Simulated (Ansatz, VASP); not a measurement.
**TiC: VASP beside Ansatz**

```
Ti C
1.0
     0.00000    2.16400    2.12072
     2.16400    0.00000    2.12072
     2.16400    2.16400    0.00000
Ti C
1 1
Cartesian
  0.0000 0.0000 0.0000
  2.1640 2.1640 2.1207
```

Change from the starting cell: zz strain of -2 %.

Alike in both runs: task single point; functional PBE; k mesh 16 × 16 × 16; occupations fermi-dirac, width 0.03 eV; no spin polarisation.

|  | VASP | Ansatz |
| --- | --- | --- |
| version | VASP 6.6.1 | Ansatz 0.2.0 |
| potentials or method | VASP PAW PBE potentials, release 64 (Ti_sv, C), cutoff 520 eV | all-electron LAPW, scalar-relativistic |

Ansatz gave:

```
pressure (GPa)                                  : 6.4
largest component of the traceless stress (GPa) : 5.88
```

Question: What did VASP give for the same quantities?

Answer: Pressure (GPa): 6.6; largest component of the traceless stress (GPa): 5.91.

Ansatz ran all-electron here, so the differences hold the error of VASP's frozen core and of both bases.
